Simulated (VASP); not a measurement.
## NaCl (strained rocksalt): one PBE single-point calculation in two programs

```cif
data_structure
_symmetry_space_group_name_H-M 'P 1'
_symmetry_Int_Tables_number 1
_cell_length_a 3.8447
_cell_length_b 3.8447
_cell_length_c 3.8447
_cell_angle_alpha 60.000
_cell_angle_beta 60.000
_cell_angle_gamma 60.000
_cell_volume 40.19
loop_
_atom_site_label
_atom_site_type_symbol
_atom_site_fract_x
_atom_site_fract_y
_atom_site_fract_z
_atom_site_occupancy
Na1 Na 0.00000 0.00000 0.00000 1
Cl1 Cl 0.50000 0.50000 0.50000 1
```

Each program uses its own PAW datasets. VASP's cell holds 14 valence electrons and Ansatz's 16. Ansatz's stress includes a Pulay correction; VASP's doesn't.

Cutoffs: 520 eV in VASP, 420 eV in Ansatz. k meshes: 8×8×8 and 8×8×8.

```json
{"": "gap between bands v and c", "VASP": "5.57 eV", "Ansatz": "5.57 eV"}
{"": "least direct gap", "VASP": "5.57 eV", "Ansatz": "5.57 eV"}
{"": "pressure", "VASP": "4.5 GPa", "Ansatz": "4.6 GPa"}
```

Band v is the last that the valence electrons fill when counted band by band, and c is the next. Levels in eV from the top of v, Ansatz:

```csv
point,v−1,v,c,c+1
Γ,0.00,0.00,5.57,11.11
X,-0.71,-0.71,7.83,7.92
K,-1.33,-0.60,8.38,9.34
L,-0.33,-0.33,7.44,11.13
W,-1.42,-0.91,9.24,9.94
```

VASP:

```csv
point,v−1,v,c,c+1
Γ,0.00,0.00,5.57,11.21
X,-0.71,-0.71,7.85,7.96
K,-1.33,-0.60,8.42,9.38
L,-0.33,-0.33,7.46,11.23
W,-1.42,-0.91,9.28,9.98
```
